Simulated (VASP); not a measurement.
**BeTe in VASP 6.6.1, single-point calculation**

INCAR

```
LASPH = .TRUE.
ENCUT = 250
NBANDS = 11
PREC = Accurate
EDIFF = 1E-7
NSW = 0
ISPIN = 2
LCHARG = .FALSE.
IBRION = -1
GGA = PE
SIGMA = 0.02
ISIF = 2
NELM = 120
MAGMOM = -1 1
ISMEAR = -1
LWAVE = .FALSE.
LREAL = .FALSE.
```

KPOINTS

```
KPOINTS created by Atomic Simulation Environment
0
Gamma
8 8 8
0 0 0
```

POSCAR

```
Be Te
 1.0000000000000000
     3.3650594852277229    0.0000000000000000   -0.0000000000000000
    -0.0000000000000000    3.3650594852277229    0.0000000000000000
     0.0000000000000000    0.0000000000000000    3.3650594852277229
 Be  Te
   1   1
Cartesian
 -0.0000000000000000  0.0000000000000000  0.0000000000000000
  1.6825297426138615  1.6825297426138615  1.6825297426138615
```

The recommended PBE PAW datasets give the neutral cell 8 valence electrons.

Command

```
mpirun -np 1 vasp_std
```

OSZICAR

```
N       E                     dE             d eps       ncg     rms          rms(c)
DAV:   1     0.104179751433E+02    0.10418E+02   -0.21988E+03  1556   0.334E+02
DAV:   2    -0.472712419091E+01   -0.15145E+02   -0.14583E+02  2049   0.639E+01
DAV:   3    -0.522903216253E+01   -0.50191E+00   -0.49564E+00  1868   0.119E+01
DAV:   4    -0.523208945954E+01   -0.30573E-02   -0.30571E-02  1814   0.111E+00
DAV:   5    -0.523211923451E+01   -0.29775E-04   -0.29774E-04  1863   0.106E-01    0.846E+00
DAV:   6    -0.538170230005E+01   -0.14958E+00   -0.49403E-01  1675   0.242E+00    0.517E+00
DAV:   7    -0.538925024857E+01   -0.75479E-02   -0.19777E-01  1744   0.166E+00    0.199E+00
DAV:   8    -0.539309972722E+01   -0.38495E-02   -0.10880E-02  1717   0.609E-01    0.366E-01
DAV:   9    -0.539589047583E+01   -0.27907E-02   -0.12460E-02  1741   0.428E-01    0.136E-01
DAV:  10    -0.539603510423E+01   -0.14463E-03   -0.40749E-04  1777   0.105E-01    0.626E-02
DAV:  11    -0.539603564637E+01   -0.54214E-06   -0.43072E-05  1825   0.288E-02    0.325E-02
DAV:  12    -0.539603638186E+01   -0.73549E-06   -0.71979E-06  1819   0.131E-02    0.125E-02
DAV:  13    -0.539603619586E+01    0.18600E-06   -0.12592E-06  1773   0.504E-03    0.372E-03
DAV:  14    -0.539603636611E+01   -0.17025E-06   -0.15049E-06  1756   0.520E-03    0.181E-03
DAV:  15    -0.539603638404E+01   -0.17932E-07   -0.58284E-08  1031   0.135E-03
   1 F= -.53960364E+01 E0= -.53952021E+01  d E =-.166857E-02  mag=    -0.0000
```

It converged. Results: pressure -0.5 GPa; magnetic moment of the cell 0.00 μB.

For comparison, a separate PBE run of the intended cell, on usual settings and not on those above, gives a gap of -2.29 eV on its mesh and a pressure of -0.4 GPa.

The run above took about 9.7 s on one core of a shared host (Intel Xeon Platinum 8488C) and held 0.12 GiB at most.
